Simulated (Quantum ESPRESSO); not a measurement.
# Sb: single point with PBE

Crystal: Sb.

```
CELL_PARAMETERS angstrom
3.16000 0.00000 0.00000
0.00000 3.16000 0.00000
0.00000 0.00000 3.16000
ATOMIC_POSITIONS crystal
Sb 0.00000 0.00000 0.00000
```

This isn't the form of Sb at room conditions, which is rhombohedral.

| Quantity | Value |
| --- | --- |
| Program | Quantum ESPRESSO 7.5 |
| Task | single point |
| Functional | PBE |
| Potentials or basis | PseudoDojo 0.4.1 SR PBE standard |
| Cutoff | 1088 eV |
| Density cutoff | 4354 eV |
| k mesh | 4 × 4 × 4 |
| Occupations | fermi-dirac, width 0.05 eV |
| Spin | no spin polarisation |
| k mesh of the self-consistent run | 8 × 8 × 8 |

The band gap on the k mesh, mean-field level is none (metal or under the smearing width).

Levels at points of the mesh, in eV from the Fermi level:
| k point | band 4 | band 5 | band 6 | band 7 | band 8 | band 9 | band 10 | band 11 |
| --- | --- | --- | --- | --- | --- | --- | --- | --- |
| (0.00, 0.00, 0.00) | -29.07 | -29.07 | -12.04 | 3.07 | 3.07 | 3.07 | 6.98 | 6.98 |
| (0.00, 0.00, -0.50) | -29.08 | -29.07 | -9.81 | -5.27 | 4.89 | 4.89 | 9.21 | 10.49 |
| (0.00, -0.50, -0.50) | -29.10 | -29.01 | -7.49 | -3.36 | -3.36 | 2.33 | 6.70 | 11.31 |
| (-0.50, -0.50, -0.50) | -29.01 | -29.01 | -4.93 | -1.57 | -1.57 | -1.57 | 4.90 | 4.90 |

It took 39 s on 1 thread of Arm Neoverse V2, with other jobs on the host, peak memory 0.06 GiB.

Caveat: the k mesh is coarse (spacing up to 0.50 Å⁻¹), so the values aren't converged. The run has no spin-orbit coupling, so splittings on Sb are missing.
